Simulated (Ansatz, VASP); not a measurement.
**Pt in VASP and in Ansatz**

File INCAR:

```
PREC = Accurate ; ENCUT = 520
EDIFF = 1E-7 ; ISMEAR = 1
SIGMA = 0.05 ; LREAL = F
LASPH = T ; NELM = 80
ALGO = Normal ; ISIF = 2
LWAVE = F ; LCHARG = F
GGA = RE ; NBANDS = 11
```

KPOINTS

```
Automatic mesh
0
Gamma
  15 15 15
```

The input POSCAR:

```
Pt
1.0
    0.0000000000      1.9609000000      1.9609000000
    1.9609000000      0.0000000000      1.9609000000
    1.9609000000      1.9609000000      0.0000000000
Pt
1
Direct
    0.0000000000      0.0000000000      0.0000000000
```

Input for Ansatz:

```yaml
crystal:
  lattice:
    - [0.0, 1.9609, 1.9609]
    - [1.9609, 0.0, 1.9609]
    - [1.9609, 1.9609, 0.0]
  atoms:
    - { symbol: Pt, position: [0.0, 0.0, 0.0] }
kpoints:
  mp_grid:
    grid: [15, 15, 15]
hamiltonian:
  xc: revpbe
scf:
  occupations:
    method: cold
    width: 0.05
output:
  stress: true
```

Alike in both runs: task single point; functional revPBE; k mesh 15 × 15 × 15; no spin polarisation.

```csv
,VASP,Ansatz
version,VASP 6.6.1,Ansatz 0.2.0
potentials or method,"VASP PAW PBE potentials, release 64 (Pt)","plane waves, PAW"
plane-wave cutoff (eV),520,420
occupations,"methfessel-paxton of order 1, width 0.05 eV","cold, width 0.05 eV"
valence electrons in the cell,10,18
```

```csv
,VASP,Ansatz,Ansatz less VASP
pressure (GPa),12.5,13.1,+0.57
```

The two sets of potentials don't hold the same shells in valence.

Caveats: the PAW data sets were made with another functional, which shifts forces and pressure a little (VASP). Spin-orbit coupling is left out, which matters for the levels of Pt.
